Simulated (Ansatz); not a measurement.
## Notes on a calculation: BP

Level of theory: DFT, r²SCAN, scalar-relativistic, no spin polarisation; plane waves to 500 eV with PAW datasets (Ansatz 0.2.0), 8×8×8 k-mesh, Gaussian smearing of 0.05 eV; PAW files: Ansatz's generated set soft_2.

The chain of runs began from a cell as deposited in COD, expanded in volume.

The start:

```
B P
1.0
     0.00000    2.27654    2.27654
     2.27654    0.00000    2.27654
     2.27654    2.27654    0.00000
B P
1 1
Direct
  0.00000 0.00000 0.00000
  0.75000 0.75000 0.75000
```

The steps in volume:

```csv
run,level,k-mesh,kind,V (Å³/atom),P (GPa),E − E(final) (meV/atom),gap on the mesh (eV)
1,"PBE, 420 eV",8×8×8,fixed cell,11.80,-0.5,–,1.29
2,"PBE, 420 eV",8×8×8,fixed cell,11.75,0.2,–,1.28
3,r²SCAN,8×8×8,fixed cell,11.75,-1.1,0.3,1.45
4,r²SCAN,8×8×8,fixed cell,11.66,0.1,0.0,1.44
```

At this volume the pressure is 0.14 GPa; it isn't quite the equilibrium of this level of theory.

The final structure (symmetry read at 0.01 Å). Symmetry: F-43m, No. 216, cubic system. The conventional cell has a = 4.535 Å, b = 4.535 Å, c = 4.535 Å, α = 90.00°, β = 90.00°, γ = 90.00°. B (site symmetry -43m) has 4 P at 1.96 Å as nearest neighbours. P (site symmetry -43m) is surrounded by 4 B at 1.96 Å. (Neighbours are counted to 15 % beyond the shortest distance.)

At the final geometry the gap, band path included, is 1.41 eV. 

**Why it comes out so.**

Within 0.6 eV of the edges the projected states are 54 % B 2p at the top of the valence band and 33 % B 2s at the bottom of the conduction band. The conduction edge mixes several shells, so no single label fits the gap.

Semilocal functionals underestimate band gaps, commonly by a third or more.
